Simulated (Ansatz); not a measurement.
**Bands of AgBr**

```
CELL_PARAMETERS angstrom
0.00000 2.88605 2.88605
2.88605 0.00000 2.88605
2.88605 2.88605 0.00000
ATOMIC_POSITIONS crystal
Ag 0.50000 0.50000 0.50000
Br 0.00000 0.00000 0.00000
```

Atoms are numbered in the order listed.

The cell is COD entry 9011682, as deposited and not checked against the literature; nothing was relaxed.

The calculation used DFT, PBEsol, all-electron LAPW, scalar-relativistic in Ansatz 0.2.0.

Sampling and basis: a Γ-centred 7×7×7 k mesh, Fermi–Dirac smearing of 0.02 eV, basis error target 0.5 meV/atom, no spin polarisation.

Points in fractions of the reciprocal vectors of this cell: Γ (0, 0, 0), X (0.5, 0, 0.5), U (0.625, 0.25, 0.625), K (0.375, 0.375, 0.75), L (0.5, 0.5, 0.5), W (0.5, 0.25, 0.75). The path joins them by straight lines in the order Γ–X–U–K–Γ–L–W–X; legs that retrace an earlier one aren't tabulated. Energies are in eV from the top of the valence band.

Task: Metal or insulator at this level of theory?

Result: An insulator or semiconductor: gap 0.51 eV, indirect from L (0.5, 0.5, 0.5) to Γ.

Task: Tabulate bands 18 to 25, counted from the lowest band of the run, along the path.

Result: 
```csv
k (1/Å),point,band 18,band 19,band 20,band 21,band 22,band 23,band 24,band 25
0.00,Γ,-2.75,-2.75,-1.89,-1.89,-1.89,0.51,9.83,9.83
0.16,,-2.76,-2.74,-1.85,-1.85,-1.78,0.97,9.27,9.60
0.31,,-2.80,-2.72,-1.80,-1.80,-1.69,2.00,8.19,8.54
0.47,,-2.86,-2.69,-1.79,-1.79,-1.65,2.97,6.80,7.94
0.62,,-2.92,-2.65,-1.89,-1.89,-1.68,3.01,6.69,7.49
0.78,,-2.95,-2.62,-2.05,-2.05,-1.84,2.29,7.18,7.60
0.93,,-2.85,-2.60,-2.24,-2.24,-2.11,1.71,7.00,8.48
1.09,X,-2.79,-2.59,-2.34,-2.34,-2.26,1.51,6.94,8.83
1.14,,-2.78,-2.47,-2.35,-2.34,-2.24,1.55,6.94,8.81
1.20,,-2.76,-2.35,-2.33,-2.28,-2.19,1.65,6.94,8.75
1.25,,-2.74,-2.35,-2.31,-2.13,-2.07,1.82,6.94,8.65
1.31,,-2.71,-2.36,-2.29,-2.09,-1.85,2.04,6.93,8.53
1.36,,-2.68,-2.37,-2.26,-2.05,-1.63,2.29,6.89,8.38
1.42,,-2.64,-2.38,-2.22,-2.02,-1.41,2.57,6.81,8.22
1.47,U,-2.61,-2.39,-2.18,-2.00,-1.19,2.87,6.69,8.05
1.57,,-2.57,-2.40,-2.17,-1.97,-1.13,3.11,6.60,7.93
1.66,,-2.52,-2.40,-2.18,-1.92,-1.15,3.48,6.43,7.75
1.76,,-2.48,-2.41,-2.20,-1.87,-1.19,3.79,6.21,7.63
1.85,,-2.48,-2.41,-2.20,-1.87,-1.19,3.79,6.21,7.63
1.95,,-2.52,-2.40,-2.18,-1.92,-1.15,3.48,6.43,7.75
2.04,,-2.57,-2.40,-2.17,-1.97,-1.13,3.11,6.60,7.93
2.14,K,-2.61,-2.39,-2.18,-2.00,-1.19,2.87,6.69,8.05
2.30,,-2.51,-2.44,-2.04,-1.97,-0.58,3.78,6.04,7.59
2.47,,-2.51,-2.46,-1.98,-1.89,-0.16,4.73,5.15,7.29
2.63,,-2.57,-2.49,-2.01,-1.78,-0.10,4.15,5.78,7.25
2.80,,-2.64,-2.56,-2.07,-1.74,-0.40,3.09,6.97,7.53
2.96,,-2.70,-2.65,-2.10,-1.78,-0.94,2.00,8.14,8.28
3.13,,-2.74,-2.72,-2.03,-1.85,-1.54,1.00,9.05,9.43
3.29,Γ,-2.75,-2.75,-1.89,-1.89,-1.89,0.51,9.83,9.83
3.43,,-2.73,-2.73,-2.08,-1.70,-1.70,0.84,9.17,9.75
3.56,,-2.69,-2.69,-2.28,-1.34,-1.34,1.57,8.22,9.28
3.70,,-2.64,-2.64,-2.30,-0.94,-0.94,2.36,7.37,8.51
3.83,,-2.57,-2.57,-2.25,-0.58,-0.58,3.04,6.75,7.77
3.97,,-2.51,-2.51,-2.19,-0.27,-0.27,3.45,6.44,7.18
4.10,,-2.46,-2.46,-2.14,-0.07,-0.07,3.58,6.39,6.81
4.24,L,-2.45,-2.45,-2.11,0.00,0.00,3.60,6.41,6.67
4.35,,-2.45,-2.45,-2.12,-0.15,-0.05,3.78,5.83,6.77
4.46,,-2.47,-2.44,-2.13,-0.52,-0.20,4.23,5.17,7.06
4.57,,-2.49,-2.44,-2.15,-0.97,-0.45,4.61,4.80,7.49
4.68,,-2.50,-2.44,-2.17,-1.40,-0.77,4.19,5.41,7.74
4.79,,-2.49,-2.42,-2.20,-1.78,-1.11,3.90,6.02,7.64
4.90,,-2.43,-2.38,-2.22,-2.08,-1.40,3.73,6.61,7.56
5.01,W,-2.34,-2.34,-2.25,-2.25,-1.52,3.68,7.00,7.52
5.08,,-2.35,-2.34,-2.27,-2.25,-1.53,3.50,7.23,7.33
5.16,,-2.35,-2.34,-2.32,-2.26,-1.59,3.08,7.17,7.81
5.24,,-2.39,-2.35,-2.34,-2.28,-1.69,2.59,7.06,8.25
5.32,,-2.48,-2.36,-2.34,-2.30,-1.83,2.15,6.99,8.48
5.40,,-2.59,-2.37,-2.34,-2.32,-2.02,1.80,6.96,8.67
5.47,,-2.71,-2.44,-2.34,-2.34,-2.20,1.58,6.94,8.79
5.55,X,-2.79,-2.59,-2.34,-2.34,-2.26,1.51,6.94,8.83
```

Kohn–Sham gaps of semilocal functionals usually fall short of measured ones.
